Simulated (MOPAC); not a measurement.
Settings test, MOPAC on PtSe$_{2}$

Simulated with MOPAC 23.2.5. This is a test of settings. The cell was built from a prototype and was relaxed with r2SCAN in plane waves (Ansatz 0.2.0). It may be hypothetical. It is a single sheet, repeated along a and b, with vacuum along c. All runs are without spin polarisation.

In-plane lattice: a = 3.702 Å, b = 3.702 Å, γ = 120.0°; thickness between the outer nuclei 2.64 Å. Around Pt lie 6 Se at 2.51 Å; around Se lie 3 Pt at 2.51 Å.

The base run uses PM7 on a cluster of 27 atoms.

```
PM7 1SCF GRADIENTS AUX(PRECISION=6) THREADS=1
crystal as a cluster of 3x3x1 conventional cells

Pt 0.000000 1 0.000000 1 9.000000 1
Se 0.000000 1 2.137072 1 10.318205 1
Se 1.850759 1 1.068536 1 7.681795 1
Pt -1.850759 1 3.205608 1 9.000000 1
Se -1.850759 1 5.342680 1 10.318205 1
Se 0.000000 1 4.274144 1 7.681795 1
Pt -3.701518 1 6.411216 1 9.000000 1
Se -3.701518 1 8.548289 1 10.318205 1
Se -1.850759 1 7.479752 1 7.681795 1
Pt 3.701518 1 0.000000 1 9.000000 1
Se 3.701518 1 2.137072 1 10.318205 1
Se 5.552276 1 1.068536 1 7.681795 1
Pt 1.850759 1 3.205608 1 9.000000 1
Se 1.850759 1 5.342680 1 10.318205 1
Se 3.701518 1 4.274144 1 7.681795 1
Pt 0.000000 1 6.411216 1 9.000000 1
Se 0.000000 1 8.548289 1 10.318205 1
Se 1.850759 1 7.479752 1 7.681795 1
Pt 7.403035 1 0.000000 1 9.000000 1
Se 7.403035 1 2.137072 1 10.318205 1
Se 9.253794 1 1.068536 1 7.681795 1
Pt 5.552276 1 3.205608 1 9.000000 1
Se 5.552276 1 5.342680 1 10.318205 1
Se 7.403035 1 4.274144 1 7.681795 1
Pt 3.701518 1 6.411216 1 9.000000 1
Se 3.701518 1 8.548289 1 10.318205 1
Se 5.552276 1 7.479752 1 7.681795 1
Tv 11.104553 1 0.000000 1 0.000000 1
Tv -5.552276 1 9.616825 1 0.000000 1
```

Command: `mopac run.mop`. It took 11 s on 1 thread of Arm Neoverse N1 (shared host), peak memory 0.014 GiB.

It converged with a gap of 4.13 eV. MOPAC's gap is a Hartree-Fock orbital gap, usually far wider than a measured one, and its energy is the heat of formation.

Each further run moved one setting: method (Hamiltonian); SCFCRT (SCF criterion); cluster (size of the cluster in conventional cells). Changes are from the base run, which isn't itself converged in every setting; energies of another Hamiltonian, functional, basis or charge aren't compared.

```
                          setting  how it ended  gap change (eV)  energy change (meV/atom)  time (s)
                     method = PM3       refused                –                         –      0.07
                     method = RM1       refused                –                         –      0.06
                   method = MNDOD       refused                –                         –      0.07
                 method = PM6-ORG       refused                –                         –      0.07
  SCFCRT = 1e-2 (poor on purpose)     converged             0.00                       1.7       7.2
cluster = 1x1x1 (poor on purpose)     converged            -0.46                    1391.1       0.2
                  cluster = 4x4x1     converged            -0.16                      14.9        35
```

With method = PM3 nothing was computed: the Hamiltonian has no parameters for an element here. With method = RM1 nothing was computed: the Hamiltonian has no parameters for an element here. With method = MNDOD nothing was computed: the Hamiltonian has no parameters for an element here. With method = PM6-ORG nothing was computed: the Hamiltonian has no parameters for an element here.

The end of the log, shortened, for method = PM3:

```
    NO.       ATOM           X           Y           Z
 Se: (PM3): J. J. P. STEWART, J. COMP. CHEM. 12, 320-341 (1991).
 DATA ARE NOT AVAILABLE FOR ELEMENT NO. 78
          SOME ELEMENTS HAVE BEEN SPECIFIED FOR WHICH
          NO PARAMETERS ARE AVAILABLE.  CALCULATION STOPPED.
          Parameters for some elements are missing
           Empirical Formula: Pt9 Se18  =    27 atoms
 *     Error and normal termination messages reported in this calculation     *
 * Parameters for some elements are missing                                   *
 * JOB ENDED NORMALLY                                                         *
 TOTAL JOB TIME:             0.00 SECONDS
 == MOPAC DONE ==
```

No spin-orbit coupling is included; it can move band edges with weight on the heavy atoms by tenths of an eV.
